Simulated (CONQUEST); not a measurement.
# PbS (R3m) in CONQUEST: further runs, part 2 of 2

CONQUEST 1.3.

**4. Single point, PBE (atoms moved at random, drawn with an rms of 0.1 Å)**

The input, Conquest_input:

```
IO.Title PbS
IO.Coordinates coords.dat
IO.FractionalAtomicCoords T
IO.Iprint 2
IO.Iprint_init 1
General.NumberOfSpecies 2
General.PseudopotentialType hamann
General.DistanceUnits A
General.FunctionalType 101
General.DifferentFunctional T
AtomMove.TypeOfRun static
AtomMove.FullStress T
Grid.GridCutoff 120
DM.SolutionMethod diagon
Diag.MPMesh T
Diag.GammaCentred T
Diag.MPMeshX 5
Diag.MPMeshY 3
Diag.MPMeshZ 2
Diag.kT 0.00183747
minE.SCTolerance 1e-6
Diag.SmearingType 1
Diag.MPOrder 1
SC.MaxIters 100
IO.AtomChargeOutput T
IO.DumpChargeDensity T
IO.DumpTotPot T
%block ChemicalSpeciesLabel
1 207.200 Pb
2 32.070 S
%endblock
```

The input, coords.dat:

```
    4.2253234120     0.0000000000     0.0000000000
    0.0000000000     7.3184748270     0.0000000000
    0.0000000000     0.0000000000    10.3557487550
12
  0.0054075000   0.0005405000   0.0228050000 1 T T T
  0.0054075000   0.3338738330   0.6894716670 1 T T T
  0.0054075000   0.6672071670   0.3561383330 1 T T T
  0.5054075000   0.1672071670   0.3561383330 1 T T T
  0.5054075000   0.5005405000   0.0228050000 1 T T T
  0.5054075000   0.8338738330   0.6894716670 1 T T T
  0.4980005000   0.1625275000   0.8573020000 2 T T T
  0.4980005000   0.4958608330   0.5239686670 2 T T T
  0.4980005000   0.8291941670   0.1906353330 2 T T T
  0.9980005000   0.3291941670   0.1906353330 2 T T T
  0.9980005000   0.6625275000   0.8573020000 2 T T T
  0.9980005000   0.9958608330   0.5239686670 2 T T T
```

Potentials or basis: PseudoDojo NC LDA, SZP, grid cutoff 120 Ha.

Started as:

```sh
$ Conquest
```

What it wrote:

```text
Simulation cell dimensions:     4.2253 A  x     7.3185 A  x    10.3557 A

      Atomic coordinates (A )
         Atom         X         Y         Z  Species
            1    0.0432    0.0075    0.4463        1
            2    0.0432    4.6174   13.4926        1
            3    0.0432    9.2274    6.9695        1
            4    4.0355    2.3125    6.9695        1
            5    4.0355    6.9224    0.4463        1
            6    4.0355   11.5324   13.4926        1
            7    3.9764    2.2477   16.7770        2
            8    3.9764    6.8577   10.2538        2
            9    3.9764   11.4677    3.7306        2
           10    7.9687    4.5527    3.7306        2
           11    7.9687    9.1627   16.7770        2
           12    7.9687   13.7727   10.2538        2

         Monkhorst-Pack mesh:   5 x   3 x   2 gamma-centred
        This calculation includes non-local pseudopotentials,
         with a maximum core radius of      7.45175116

    Job title: PbS
    Job to be run: static calculation

    Ground state search:
      Support functions represented with PAO basis
      1:1 PAO to SF mapping
      Non-spin-polarised electrons
      Solving for the K matrix using diagonalisation
      Using order  1 Methfessel-Paxton smearing

    Integration grid size:     40 x   72 x  100

    Integration grid spacing:  0.106 A  x 0.102 A  x 0.104 A

    Number of species:  2
    --------------------------------------------------------
    |   #  mass (au)  Charge (e)  SF Rad (A )  NSF  Label  |
    --------------------------------------------------------
    |   1    207.200      14.000        4.120   14  Pb     |
    |   2     32.070       6.000        3.380    9  S      |
    --------------------------------------------------------
          SCF tolerance:                 0.00000100
          SCF iterations:               100

    The functional used will be GGA PBE96

           radial cut-off to be used is taken to be max PAO cut-off radius for this species:    7.451751

           greatest ang. mom. for making density from PAOs:  2

           radial cut-off to be used is taken to be max PAO cut-off radius for this species:    6.083497

           greatest ang. mom. for making density from PAOs:  2
    Minimum blocs/proc is     4500. Maximum blocs/proc is     4500
    set_atom_dens: In set_atomic_density, electrons :     120.000000000000
 matrix_size & matrix_size_padH =          138         138

    Screened ion int: energy:    -369.306082810427 Ha

    new_SC_potl: Starting.  Tolerance:  0.10000E-05

    PulayMixSC: Starting Pulay mixing, A_up =  0.500 A_dn =  0.500
    PulayMixSC: Spin non-polarised calculation.
          Harris-Foulkes Energy            :      -489.591485291764968 Ha
          GroundState Energy (kT --> 0)    :      -489.591480436140273 Ha
          Free Energy (E-TS)               :      -489.591478008327954 Ha
          DFT Total Energy                 :      -489.230773732136413 Ha
          Total number of electrons        :       119.999999999999019
    PulayMixSC: Pulay iteration     1 residual:              0.15747E-02
          Harris-Foulkes Energy            :      -489.452963484214877 Ha
          GroundState Energy (kT --> 0)    :      -489.452958358621913 Ha
          Free Energy (E-TS)               :      -489.452955795825460 Ha
          DFT Total Energy                 :      -489.425164722929480 Ha
          Total number of electrons        :       120.000074996877018
    PulayMixSC: Pulay iteration     2 residual:              0.62172E-03
          Harris-Foulkes Energy            :      -489.442443002147797 Ha
          GroundState Energy (kT --> 0)    :      -489.442437989463315 Ha
          Free Energy (E-TS)               :      -489.442435483121074 Ha
          DFT Total Energy                 :      -489.442092345634478 Ha
          Total number of electrons        :       120.000114346884857
    PulayMixSC: Pulay iteration     3 residual:              0.19722E-03
          Harris-Foulkes Energy            :      -489.442175678024228 Ha
          GroundState Energy (kT --> 0)    :      -489.442170673471367 Ha
          Free Energy (E-TS)               :      -489.442168171194908 Ha
          DFT Total Energy                 :      -489.442082818085055 Ha
          Total number of electrons        :       120.000174235466858
    PulayMixSC: Pulay iteration     4 residual:              0.26453E-04
          Harris-Foulkes Energy            :      -489.442137927892077 Ha
          GroundState Energy (kT --> 0)    :      -489.442132930240518 Ha
          Free Energy (E-TS)               :      -489.442130431414739 Ha
          DFT Total Energy                 :      -489.442129305462970 Ha
          Total number of electrons        :       120.000172843975264
    PulayMixSC: Pulay iteration     5 residual:              0.83657E-05
          Harris-Foulkes Energy            :      -489.442135036430784 Ha
          GroundState Energy (kT --> 0)    :      -489.442130034767843 Ha
          Free Energy (E-TS)               :      -489.442127533936343 Ha
          DFT Total Energy                 :      -489.442134915398299 Ha
          Total number of electrons        :       120.000172686650814
    PulayMixSC: Pulay iteration     6 residual:              0.93409E-06
    PulayMixSC: Reached SCF tolerance of  0.93409E-06 after      6 iterations
      | Number of electrons      =       120.000173
      |* band energy as 2Tr[K.H] =       -69.514194579500042 Ha
      |  screened ion-ion energy =      -369.306082810427199 Ha
      |  Ha correction           =         1.966349788226936 Ha
      |  XC correction           =       -52.588011138833657 Ha
      | GS Energy with kT -> 0   =      -489.442130034767843 Ha
      | Free Energy as E-TS      =      -489.442127533936343 Ha
      |* Harris-Foulkes energy   =      -489.442135036430784 Ha
      |* DFT total energy        =      -489.442134915398299 Ha
      |  estimated accuracy      =        -0.000000121032485 Ha

    force: Forces on atoms (Ha/A )
    force:  Atom   X              Y              Z
    force:     1  -0.0014557168  -0.0013962148   0.0004651632
    force:     2  -0.0014080945  -0.0012482128   0.0003085673
    force:     3  -0.0014911982  -0.0012295303   0.0005041312
    force:     4  -0.0014911982  -0.0012295303   0.0005041312
    force:     5  -0.0014557168  -0.0013962148   0.0004651632
    force:     6  -0.0014080945  -0.0012482128   0.0003085673
    force:     7   0.0014412193   0.0013047376  -0.0004252533
    force:     8   0.0013900823   0.0013685725  -0.0005003069
    force:     9   0.0014702876   0.0013852321  -0.0003430208
    force:    10   0.0014702876   0.0013852321  -0.0003430208
    force:    11   0.0014412193   0.0013047376  -0.0004252533
    force:    12   0.0013900823   0.0013685725  -0.0005003069

    force: Maximum force :        0.00149120(Ha/A ) on atom         3 in x direction
    force: Force Residual:        0.00200519 Ha/A
    force: Total stress:         -1.44881092    -0.03393236     0.03209330 GPa
                            -0.03393236    -1.45424571    -0.03814068
                             0.03209330    -0.03814068    -1.43113342
    force: Average pressure:      1.44473002 GPa

    force: Finished force
    get_E_and_F: Change in energy during last step of electronic optimisation:  0.28915E-05

    BIBLIOGRAPHY: Please consider citing the following references in the conquest.bib file

    CONQUEST:         Bowler2002pt, Miyazaki2004, Nakata2020
    Basis:            Bowler2019
    DM:               Bowler:2006xr
    Pseudopotentials: Hamann2013, Bowler2019
    XC functional:    Perdew1996

    Warnings written to file Conquest_warnings; please check
```

Wall time 48 s (1 thread of Intel Xeon Platinum 8488C (Sapphire Rapids), shared host); peak memory 1.2 GiB.

Results:

```
Free energy            : -13318.3988 eV
Pressure               : 1.4 GPa
Largest force          : 0.056 eV/Å
Band gap on the k mesh : 0.71 eV
Mulliken charges       : Pb +0.49; S -0.49 e
```

Forces on the atoms (eV/Å):
```
Pb  -0.040 -0.038  0.013
Pb  -0.038 -0.034  0.008
Pb  -0.041 -0.033  0.014
Pb  -0.041 -0.033  0.014
Pb  -0.040 -0.038  0.013
Pb  -0.038 -0.034  0.008
S    0.039  0.036 -0.012
S    0.038  0.037 -0.014
S    0.040  0.038 -0.009
S    0.040  0.038 -0.009
S    0.039  0.036 -0.012
S    0.038  0.037 -0.014
```

Caveat: the log labels positions in bohr as Å; the potentials were made for another functional, which shifts forces and pressure; the atomic basis is small; Mulliken charges move with the basis; spin-orbit coupling is left out, which as a rule narrows the gap of such compounds by several tenths of an eV; an odd mesh through Γ misses points on the zone boundary, where band edges often lie; the basis of atomic orbitals isn't converged, which shifts pressures, moduli and gaps.

**5. Overview**

| level | potentials or basis | spin | fixed moment (μB) | cell | k mesh | smearing | other keys | pressure (GPa) | largest force (eV/Å) |
| --- | --- | --- | --- | --- | --- | --- | --- | --- | --- |
| PBEint | PseudoDojo NC PBEsol, DZP, grid cutoff 80 Ha | off | - | as given | 4 × 3 × 2 | fermi-dirac 0.027 eV | - | -0.8 | 0.02 |
| LDA | PseudoDojo NC LDA, SZP, grid cutoff 100 Ha | collinear, ferromagnetic start | 3 | edges of the box strained at random at fixed volume | 6 × 3 × 3 | methfessel-paxton of order 1 0.003 eV | General.NeutralAtom = F | -2.6 | 0.08 |
| PBE | PseudoDojo NC LDA, SZP, grid cutoff 120 Ha | off | - | atoms moved at random, drawn with an rms of 0.1 Å | 5 × 3 × 2 | methfessel-paxton of order 1 0.05 eV | - | 1.4 | 0.06 |

Alike in all rows: task single point.

Caveats: the basis of atomic orbitals isn't converged, which shifts pressures, moduli and gaps; the potentials were made for another functional, which shifts forces and pressure (some runs); the atomic basis is small (some runs); the total moment is fixed, so each spin has its own Fermi level (some runs); spin-orbit coupling is left out, which as a rule narrows the gap of such compounds by several tenths of an eV (some runs); an odd mesh through Γ misses points on the zone boundary, where band edges often lie (some runs).

Absolute energies hang on the potentials; compare differences alone.
